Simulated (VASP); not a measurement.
A run of VASP 6.6.1 is set up as follows.

Contents of run.py:

```python
from ase.calculators.vasp import Vasp
from ase.dft.bandgap import bandgap
from ase.io import read

atoms = read('Ge.cif')
calc = Vasp(
    directory='calc',
    xc='pbesol',
    pp='PBE',
    setups='recommended',
    pp_version='54',
    prec='Accurate',
    encut=520,
    ediff=1e-07,
    ismear=0,
    sigma=0.02,
    lreal=False,
    lasph=True,
    nelm=80,
    algo='Fast',
    isif=2,
    lwave=False,
    lcharg=True,
    lelf=True,
    lvhar=True,
    kpts=[5, 5, 4],
    gamma=True,
)
atoms.calc = calc

print('energy (eV):', atoms.get_potential_energy())
print('free energy (eV):', atoms.get_potential_energy(force_consistent=True))
print('forces (eV/A):')
print(atoms.get_forces())
print('stress (eV/A^3, Voigt):', atoms.get_stress())
print('Fermi level (eV):', calc.get_fermi_level())
gap, top, bottom = bandgap(calc)
print('band gap (eV):', gap, 'from (spin, k, band)', top, 'to', bottom)
```

Contents of Ge.cif:

```cif
data_Ge
_cell_length_a 5.93000000
_cell_length_b 5.93000000
_cell_length_c 6.98000000
_cell_angle_alpha 90.00000000
_cell_angle_beta 90.00000000
_cell_angle_gamma 90.00000000
_space_group_name_H-M_alt 'P1'
_space_group_name_Hall 'P 1'
_space_group_IT_number 1
loop_
_space_group_symop_operation_xyz
'x,y,z'
loop_
_atom_site_label
_atom_site_type_symbol
_atom_site_symmetry_multiplicity
_atom_site_Wyckoff_symbol
_atom_site_fract_x
_atom_site_fract_y
_atom_site_fract_z
_atom_site_occupancy
Ge1 Ge 1 a 0.3750000000 0.1667000000 0.7500000000 1
Ge2 Ge 1 a 0.3333000000 0.8750000000 0.5000000000 1
Ge3 Ge 1 a 0.6250000000 0.8333000000 0.2500000000 1
Ge4 Ge 1 a 0.6667000000 0.1250000000 0.0000000000 1
Ge5 Ge 1 a 0.8750000000 0.3333000000 0.5000000000 1
Ge6 Ge 1 a 0.8333000000 0.6250000000 0.7500000000 1
Ge7 Ge 1 a 0.1250000000 0.6667000000 0.0000000000 1
Ge8 Ge 1 a 0.1667000000 0.3750000000 0.2500000000 1
Ge9 Ge 1 a 0.5750000000 0.4250000000 0.2500000000 1
Ge10 Ge 1 a 0.9250000000 0.9250000000 0.5000000000 1
Ge11 Ge 1 a 0.4250000000 0.5750000000 0.7500000000 1
Ge12 Ge 1 a 0.0750000000 0.0750000000 0.0000000000 1
```

Potentials or basis: VASP PAW PBE potentials, release 54 (Ge_d).

The run is started by

```bash
$ python run.py
```

(1) Predict the band gap on the k mesh.

(2) Estimate the pressure.

(3) What does it give for the largest force?

Answers

(1) 0.67 eV, direct.

(2) 0.5 GPa.

(3) 0.849 eV/Å.

Caveat: the PAW data sets were made with another functional, which shifts forces and pressure a little; an odd mesh through Γ misses points on the zone boundary, where band edges often lie.

The gap isn't set beside the measured one, since this odd mesh misses points on the zone boundary.
